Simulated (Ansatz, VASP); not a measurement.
ZnCu in VASP and in Ansatz

```xyz
2
Lattice="2.9623 0.0000 0.0000 0.0000 2.9623 0.0000 0.0000 0.0000 2.9623" Properties=species:S:1:pos:R:3 pbc="T T T"
Zn    1.4811    1.4811    1.4811
Cu    0.0000    0.0000    0.0000
```

Alike in both runs: functional PBE; k mesh 11 × 11 × 11; occupations fermi-dirac, width 0.05 eV; no spin polarisation.

Ansatz relaxed the structure, and its values are those at the end. VASP's run is a single point on that final structure, the one shown.

```csv
,VASP,Ansatz
version,VASP 6.6.1,Ansatz 0.2.0
potentials or method,"VASP PAW PBE potentials, release 64 (Zn, Cu), cutoff 520 eV","all-electron LAPW, scalar-relativistic"
```

```csv
,VASP,Ansatz,Ansatz less VASP
pressure (GPa),1.1,0.0,-1.02
```

Ansatz ran all-electron here, so the differences hold the error of VASP's frozen core and of both bases.
